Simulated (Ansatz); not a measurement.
## How far is PAW off for WS2?

```xyz
3
Lattice="1.5790 0.9116 6.1633 -1.5790 0.9116 6.1633 0.0000 -1.8233 6.1633" Properties=species:S:1:pos:R:3 pbc="T T T"
W     0.0000    0.0000    0.0000
S     0.0000    0.0000   13.8730
S     0.0000    0.0000   10.7427
```

Atoms are numbered in the order listed.

The conventional cell has a = 3.158 Å, b = 3.158 Å, c = 18.490 Å, α = 90.00°, β = 90.00°, γ = 120.00°. Around W (atom 1) lie 6 S at 2.39 to 2.42 Å. Around S (atom 2) lie 3 W at 2.39 Å. S (atom 3) is surrounded by 3 W at 2.42 Å.

The cell comes from COD entry 9012192, which wasn't checked; take it as a given geometry.

Spin–orbit coupling is left out, though it moves levels of the heavy atoms by tenths of an eV or more.

All numbers are computed: DFT, LDA, PAW with Ansatz's default frozen-core files, scalar-relativistic (Ansatz 0.2.0); DFT, LDA, all-electron PAW with datasets made for the crystal, scalar-relativistic (Ansatz 0.2.0); DFT, LDA, all-electron LAPW, scalar-relativistic (Ansatz 0.2.0).

For PAW: a Γ-centred 13×13×13 k mesh, Fermi–Dirac smearing of 0.08 eV, cutoff 420 eV, no spin polarisation; the PAW files were made with PBE, and the program remakes their frozen cores for this functional. The crystal-made all-electron datasets (AE datasets) take a cutoff of 300 eV at this cell. LAPW targets a basis error of 0.5 meV/atom. The Ansatz runs share mesh, smearing and spin set-up. Plane-wave (PAW) pressures include the program's estimate of the Pulay term.

Stress and pressure are positive in compression.

Levels count from the top of the valence band.

```json
{"quantity": "pressure (GPa)", "PAW": "-3.65", "AE datasets": "-3.61", "LAPW": "-3.61"}
{"quantity": "stress xx (GPa)", "PAW": "-3.81", "AE datasets": "-3.76", "LAPW": "-3.76"}
{"quantity": "stress zz (GPa)", "PAW": "-3.33", "AE datasets": "-3.32", "LAPW": "-3.31"}
{"quantity": "force on W1, z (eV/Å)", "PAW": "-0.585", "AE datasets": "-0.584", "LAPW": "-0.585"}
{"quantity": "force on S2, z (eV/Å)", "PAW": "0.020", "AE datasets": "0.021", "LAPW": "0.021"}
{"quantity": "force on S3, z (eV/Å)", "PAW": "0.565", "AE datasets": "0.564", "LAPW": "0.564"}
{"quantity": "band gap (eV)", "PAW": "0.936", "AE datasets": "0.940", "LAPW": "0.940"}
{"quantity": "highest filled level at Γ (eV)", "PAW": "-1.248", "AE datasets": "-1.245", "LAPW": "-1.245"}
{"quantity": "lowest empty level at Γ (eV)", "PAW": "2.162", "AE datasets": "2.166", "LAPW": "2.166"}
{"quantity": "highest filled level at L (eV)", "PAW": "-1.724", "AE datasets": "-1.721", "LAPW": "-1.721"}
{"quantity": "lowest empty level at L (eV)", "PAW": "2.244", "AE datasets": "2.250", "LAPW": "2.250"}
{"quantity": "highest filled level at H2 (eV)", "PAW": "-0.724", "AE datasets": "-0.719", "LAPW": "-0.719"}
{"quantity": "lowest empty level at H2 (eV)", "PAW": "1.215", "AE datasets": "1.221", "LAPW": "1.221"}
```
